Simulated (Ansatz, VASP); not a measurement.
# Two plane-wave programs on NiO

```xyz
2
Lattice="0.0000 2.0731 2.0731 2.0731 0.0000 2.0731 2.0731 2.0731 0.0000" Properties=species:S:1:pos:R:3 pbc="T T T"
Ni    0.0000    0.0000    0.0000
O     2.0731    2.0731    2.0731
```

Alike in both runs: task single point; functional r2SCAN; k mesh 12 × 12 × 12; occupations gaussian, width 0.02 eV; collinear spin.

|  | VASP | Ansatz |
| --- | --- | --- |
| version | VASP 6.6.1 | Ansatz 0.2.0 |
| potentials or method | VASP PAW PBE potentials, release 64 (Ni, O) | scalar-relativistic, plane waves, PAW |
| plane-wave cutoff (eV) | 520 | 500 |
| valence electrons in the cell | 16 | 24 |

VASP gave:

* gap on the k mesh at the Fermi level (eV): 0.63
* least direct gap on the mesh (eV): 1.71
* pressure (GPa): 7.2
* net moment per atom (μB): 1.00
* size of the moment on the site where the two differ most (μB): 1.69

**Question.** Estimate Ansatz's values.

**Answer.** gap on the k mesh at the Fermi level (eV): 0.72; least direct gap on the mesh (eV): 1.79; pressure (GPa): 7.0; net moment per atom (μB): 1.00; size of the moment on the site where the two differ most (μB): 1.66.

Site moments also hang on the region over which each program counts them. The functional is the same, so the differences come from potentials, cutoffs and numerics. The two sets of potentials don't hold the same shells in valence. Ansatz warned: «stability_check_not_made».

Caveats: the PAW data sets were made with another functional, which shifts forces and pressure a little (VASP); a cell with one magnetic atom can't hold antiferromagnetic order, which such compounds often take. r2SCAN opens gaps a little over a GGA but as a rule still falls short of measured ones. A k mesh can miss the band edges.
